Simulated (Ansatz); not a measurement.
As:

```
CELL_PARAMETERS angstrom
1.88080 1.08588 3.51406
-1.88080 1.08588 3.51406
0.00000 -2.17176 3.51406
ATOMIC_POSITIONS crystal
As 0.22600 0.22600 0.22600
As 0.77400 0.77400 0.77400
```

Base run:

| Item | Value |
| --- | --- |
| Program | Ansatz 0.2.0 |
| Functional | PBEsol0 |
| Potentials or basis | Ansatz PAW |
| Cutoff | 420 eV (not typed: the program's choice for these potentials) |
| k mesh | 5 × 5 × 5 |
| Occupations | fermi-dirac, width 0.05 eV |
| Spin | no spin polarisation |

Its results: pressure -1.7 GPa; largest force 0.086 eV/Å.

Problem. The run is repeated on the same cell with these changes: functional from PBEsol0 to HSE06. What comes out?

Solution. Pressure 0.6 GPa; largest force 0.017 eV/Å.

Caveats: some runs use coarse meshes; the PAW data sets come from PBE, with cores solved anew for the run's functional, which leaves a small shift of forces and pressure; the thresholds are loose for stress.
